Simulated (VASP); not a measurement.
A run of VASP 6.6.1 is set up as follows.

The input INCAR:

```
SYSTEM = Tl
  ALGO = Normal
  EDIFF = 1E-6
  ENCUT = 520
  GGA = PS
  ISIF = 2
  ISMEAR = 0
  LASPH = .TRUE.
  LCHARG = .FALSE.
  LREAL = .FALSE.
  LWAVE = .FALSE.
  NBANDS = 12
  NELM = 100
  PREC = Accurate
  SIGMA = 0.15
```

The input KPOINTS:

```
k-points
0
G
  16 16 16
  0 0 0
```

Contents of POSCAR:

```
Tl
1.0
    0.0000000000      2.4209731547      2.5541266782
    2.4209731547      0.0000000000      2.5541266782
    2.4209731547      2.4209731547      0.0000000000
Tl
1
Direct
    0.0000000000      0.0000000000      0.0000000000
```

Potentials or basis: VASP PAW PBE potentials, release 64 (Tl_d).

Command:

```console
$ cat potpaw_PBE.64/Tl_d/POTCAR > POTCAR
$ mpirun -np 1 vasp_std > vasp.out
```

Problem. Predict the band gap on the k mesh.

Solution. None (metal or under the smearing width).

Problem. Predict the pressure.

Solution. -1.8 GPa.

Stress tensor (GPa, compression positive):
```
-1.90  0.00  0.00
 0.00 -1.90  0.00
 0.00  0.00 -1.67
```

Caveat: the PAW data sets were made with another functional, which shifts forces and pressure a little. Spin-orbit coupling is left out, which matters for the levels of Tl.
